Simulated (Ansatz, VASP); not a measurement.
# InP: VASP beside Ansatz

POSCAR

```
InP
1.0
    0.0000000000      2.9519763900      2.9519763900
    2.9519763900      0.0000000000      2.9519763900
    2.9519763900      2.9519763900      0.0000000000
In P
1 1
Direct
    0.0000000000      0.0000000000      0.0000000000
    0.7500000000      0.7500000000      0.7500000000
```

The input INCAR.step1:

```
PREC = Accurate
ENCUT = 520
ISMEAR = 0
SIGMA = 0.1
LREAL = F
LASPH = T
NELM = 80
NBANDS = 16
GGA = PE
ALGO = Normal
EDIFF = 1E-4
LWAVE = T
LCHARG = F
```

The input INCAR.step2:

```
PREC = Accurate
ENCUT = 520
EDIFF = 1E-7
ISMEAR = 0
SIGMA = 0.1
LREAL = F
LASPH = T
NELM = 80
ALGO = Normal
ISIF = 2
LWAVE = F
LCHARG = F
METAGGA = R2SCAN
LMIXTAU = T
LUSE_VDW = T
IVDW_NL = 2
BPARAM = 11.95
CPARAM = 0.0093
NBANDS = 16
ISTART = 1
```

File KPOINTS:

```
Automatic mesh
0
Gamma
  6 6 6
```

Input for Ansatz:

```yaml
crystal:
  lattice:
    - [0.0, 2.95197639, 2.95197639]
    - [2.95197639, 0.0, 2.95197639]
    - [2.95197639, 2.95197639, 0.0]
  atoms:
    - { symbol: In, position: [0.0, 0.0, 0.0] }
    - { symbol: P, position: [0.75, 0.75, 0.75] }
basis:
  ecutwfc: 500
kpoints:
  mp_grid: { grid: [6, 6, 6] }
hamiltonian:
  xc: r2scan
  dispersion: rvv10
  pseudopotentials: { kind: paw, azcp: { folder: soft_1 } }
scf:
  occupations: { method: gaussian, width: 0.1 }
output:
  forces: true
  stress: true
  eigenvalues: true
```

The cell is a database's computed one.

Alike in both runs: task single point; functional r2SCAN; dispersion rVV10; k mesh 6 × 6 × 6; occupations gaussian, width 0.1 eV; no spin polarisation.

|  | VASP | Ansatz |
| --- | --- | --- |
| version | VASP 6.6.1 | Ansatz 0.2.0 |
| potentials or method | VASP PAW PBE potentials, release 64 (In_d, P) | scalar-relativistic, plane waves, PAW |
| plane-wave cutoff (eV) | 520 | 500 |
| valence electrons in the cell | 18 | 18 |

|  | VASP | Ansatz | Ansatz less VASP |
| --- | --- | --- | --- |
| gap on the k mesh at the Fermi level (eV) | 1.01 | 1.00 | -0.009 |
| least direct gap on the mesh (eV) | 1.01 | 1.00 | -0.009 |
| pressure (GPa) | -0.7 | -0.6 | +0.06 |

Caveats: the PAW data sets were made with another functional, which shifts forces and pressure a little (VASP); spin-orbit coupling is left out, which moves the levels of the heavy elements. r2SCAN opens gaps a little over a GGA but as a rule still falls short of measured ones.
